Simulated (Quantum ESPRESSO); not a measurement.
CuO under changes of volume

One of the cells (11.053 Å³/atom); the others are scaled copies at fixed shape and fractional positions:

```
CELL_PARAMETERS angstrom
1.99097 -2.15355 0.00000
1.99097 2.15355 0.00000
0.00000 0.00000 5.15593
ATOMIC_POSITIONS crystal
Cu 0.50000 0.00000 0.00000
Cu 0.00000 0.50000 0.50000
O 0.50000 0.50000 0.25000
O 0.50000 0.50000 0.75000
```

Measurements of this composition are mostly on another form, of space group No. 15.

```yaml
Program: Quantum ESPRESSO 7.5
Functional: PBEsol
Potentials_or_basis: GBRV 1.5 PBEsol
Cutoff: 762 eV
Density_cutoff: 6095 eV
k_mesh: 9 × 9 × 5
Occupations: fermi-dirac, width 0.05 eV
Spin: no spin polarisation
```

```csv
volume (Å³/atom),energy over the lowest point (meV/atom),pressure (GPa)
10.390,4.90,5.1
10.611,0.00,1.1
10.832,0.33,-2.4
11.053,5.28,-5.6
11.274,14.38,-8.4
11.496,?,?
11.717,43.14,-13.1
```

Problem. What does the run at 11.496 Å³/atom give?

Solution. Energy over the lowest point 27.13 meV/atom; pressure -10.8 GPa.

Worked out: A Birch-Murnaghan fit of order 3 (a polynomial in V^(-2/3)) to the other rows has its minimum at 10.71 Å³/atom with B0 = V·E''(V) = 174 GPa and B' = 4.8 at fixed shape and positions, which overstates the stiffness. It gives 27.17 meV/atom at 11.496 Å³/atom, against the run's 27.13, and -dE/dV = -10.5 GPa, against -10.8.

Energies are extrapolated to zero smearing.

Caveats: the run has no spin polarisation, though such a crystal can be magnetic.
